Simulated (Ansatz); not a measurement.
## What a change of settings does to a run on MgS

The cell is COD entry 9008672, as deposited and not checked against the literature; nothing was relaxed. The listed cell was then made from it by scaling, straining or moving an atom.

First run: DFT, LDA, PAW with Ansatz's default frozen-core files, scalar-relativistic (Ansatz 0.2.0).

Command: `ansatz run input.yaml --threads 1 --pin off --max-ram 2048MiB --backend cpu --events-out ev --progress --plain --runs-dir out` The run took 2.3 s on 1 thread of Arm Neoverse V1 (shared host), peak memory 0.3 GiB.

```yaml
crystal:
  lattice:
    - [0.0, 2.5664882573, 2.5664882573]
    - [2.5664882573, 0.0, 2.5664882573]
    - [2.5664882573, 2.5664882573, 0.0]
  atoms:
    - { symbol: Mg, position: [0.0, 0.0, 0.0] }
    - { symbol: S, position: [0.5, 0.5, 0.5] }
kpoints:
  mp_grid: { grid: [10, 10, 10] }
scf:
  occupations: { method: fermi_dirac, width: 0.03 }
hamiltonian:
  xc: lda
  pseudopotentials: { kind: paw }
output:
  forces: true
  stress: true
  eigenvalues: true
  efg: { contact_densities: true }
  write_density: true
  write_potential: true
  elf: true
  volumetric_format: npy
```

Result: converged; pressure -0.19 GPa; gap on the k mesh 2.64 eV; 6 SCF iterations.

The input is then changed:

```diff
@@ -8,5 +8,5 @@
     - { symbol: S, position: [0.5, 0.5, 0.5] }
 kpoints:
-  mp_grid: { grid: [10, 10, 10] }
+  mp_grid: { grid: [12, 12, 12] }
 scf:
   occupations: { method: fermi_dirac, width: 0.03 }
@@ -19,7 +19,3 @@
   eigenvalues: true
   efg: { contact_densities: true }
-  write_density: true
-  write_potential: true
-  elf: true
-  volumetric_format: npy
```

Question: Predict the outcome of the changed run.

Answer: It converged; energy at zero smearing 0.0 meV/atom from the first run; pressure -0.19 GPa; gap on the k mesh 2.64 eV; 6 SCF iterations.

The results part of its log:

```
SCF 1 converged in 6 iterations: F = -2774.178811 eV  dr2 = 4.32e-8
  greatest PAW one-centre occupation: 1.000 electrons in one spin orbital (limit 2), on the Mg atom at site 0 (counted from 0), in its partial waves of l = 0
SCF converged after 6 iterations
Free energy (F): -2774.178811 eV
Harris-Foulkes:  -2774.178811 eV  (|F-HF|=3.55e-8)
Internal energy: -2774.178811 eV  (E = F + TS)
E sigma→0 (E₀):  -2774.178811 eV
Fermi energy:    8.007854 eV
--- Per-component energies (eV) ---
  E_band       = -326.194961
  E_kinetic    = 186.713713
  E_local      = -1646.260893  (includes V_loc(G=0)·N_el)
  E_nonlocal   = 125.282588
  E_hartree    = 585.198032
  E_xc         = -127.091222
  E_vxc        = -127.823420  (∫ρ·V_xc dr)
  E_paw        = -840.285104  (= ΣΔE_a)
  E_vpaw       = -34.501976  (= ΣTr[D̂ρ^β])
  E_aug_tail   = 0.000004  (compensation charges beyond the density's cutoff)
  E_ewald      = -1058.039605
  E_core_change = 0.303677  (= ΣΔE_core)
  E_smearing   = -0.000000  (= −TS)
  E_closure    = 0.000000  (closes the sum)
  Σ components = -2774.178811   (vs F -2774.178811, Δ=0.00e0)
--- Forces (eV/Å), atoms counted from 1 ---
  atom   1  Mg    -0.00000000     0.00000000    -0.00000000
  atom   2  S      0.00000000    -0.00000000     0.00000000
  max |Σ_I F_I| component: 4.11e-30 eV/Å
--- Stress (GPa, compression-positive) ---
       -0.185406       0.000000       0.000000
       -0.000000      -0.185406       0.000000
        0.000000       0.000000      -0.185406
  P = ⅓ Tr σ = -0.1854 GPa (-1.854 kbar)
--- PAW observables at the nuclei: V_zz in 10²¹ V/m², potentials from the cell's mean, atoms counted from 1 ---
  atom   1  Mg V_zz =    -0.000000   η = 0.0000   by run symmetry: forbidden
            electrostatic potential = -1100.835374 V   contact ρ = 7713.892323 e/Å³
  atom   2  S  V_zz =    +0.000000   η = 0.0000   by run symmetry: forbidden
            electrostatic potential = -1634.127982 V   contact ρ = 19600.293392 e/Å³
--- Band table (eV; the first three rows and the last of 72) ---
  k-point 0: bands = ["-67.2644", "-34.6904", "-34.6904", "-34.6904", "-6.2227", "6.6697", "6.6697", "6.6697", "10.4775", "14.4371", "14.4371", "14.4371"]
  k-point 1: bands = ["-67.2643", "-34.6910", "-34.6905", "-34.6905", "-6.1489", "6.1125", "6.6179", "6.6179", "10.9202", "14.2474", "14.5810", "14.5810"]
  k-point 2: bands = ["-67.2642", "-34.6925", "-34.6907", "-34.6907", "-5.9357", "4.9544", "6.4845", "6.4845", "11.5382", "14.2345", "14.7282", "14.7282"]
  k-point 71: bands = ["-67.2638", "-34.6957", "-34.6957", "-34.6936", "-4.3204", "3.2211", "3.2211", "4.1408", "11.8994", "14.5382", "14.5382", "14.6762"]
```
